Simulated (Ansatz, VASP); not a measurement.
Two plane-wave programs on Ti

The input INCAR:

```
PREC = Accurate
ENCUT = 520
EDIFF = 1E-6
ISMEAR = -1
SIGMA = 0.1
LREAL = False
LASPH = True
NELM = 80
ALGO = Fast
ISIF = 2
LWAVE = False
LCHARG = False
GGA = PS
NBANDS = 25
```

The input KPOINTS:

```
Automatic mesh
0
Gamma
  9 9 13
```

The input POSCAR:

```
Ti
1.0
    4.3277409494      0.0000000000      0.0000000000
   -2.1638704747      3.7479336032      0.0000000000
    0.0000000000      0.0000000000      2.6823123497
Ti
3
Direct
    1.0000000000      1.0000000000      0.0000000000
    0.3333333333      0.6666666667      0.5000000000
    0.6666666667      0.3333333333      0.5000000000
```

Input for Ansatz:

```yaml
crystal:
  lattice:
    - [4.3277409494, 0.0, 0.0]
    - [-2.1638704747, 3.7479336032, 0.0]
    - [0.0, 0.0, 2.6823123497]
  atoms:
    - { symbol: Ti, position: [1.0, 1.0, 0.0] }
    - { symbol: Ti, position: [0.3333333333, 0.6666666667, 0.5] }
    - { symbol: Ti, position: [0.6666666667, 0.3333333333, 0.5] }
hamiltonian:
  xc: pbesol
  pseudopotentials:
    kind: paw
    azcp:
      Ti: "pseudopotentials/Ti.paw.azcp"
basis:
  ecutwfc: 420
  fft_grid_basis: typed
kpoints:
  mp_grid: { grid: [9, 9, 13], shift: [0, 0, 0] }
magnetization:
  spin_polarized: false
scf:
  occupations: { method: fermi_dirac, width: 0.1 }
  lower_state_search: "off"
output:
  stress: true
```

Alike in both runs: task single point; functional PBEsol; k mesh 9 × 9 × 13; occupations fermi-dirac, width 0.1 eV; no spin polarisation.

|  | VASP | Ansatz |
| --- | --- | --- |
| version | VASP 6.6.1 | Ansatz 0.2.0 |
| potentials or method | VASP PAW PBE potentials, release 64 (Ti_sv) | plane waves (420 eV) with PAW, scalar-relativistic |
| plane-wave cutoff (eV) | 520 | 420 |
| valence electrons in the cell | 36 | 36 |

|  | VASP | Ansatz | Ansatz less VASP |
| --- | --- | --- | --- |
| pressure (GPa) | 18.2 | 19.1 | +0.96 |
| largest component of the traceless stress (GPa) | 0.84 | 0.86 | +0.027 |

With one functional, cell and mesh, what is left measures potentials, basis and numerics. Ansatz warned: «pseudo_functional_mismatch».

Caveats: so large a pressure means that the cell lies far from this level's equilibrium, or that cutoff or potentials fall short (VASP); the potentials were made for another functional, which shifts forces and pressure (VASP).
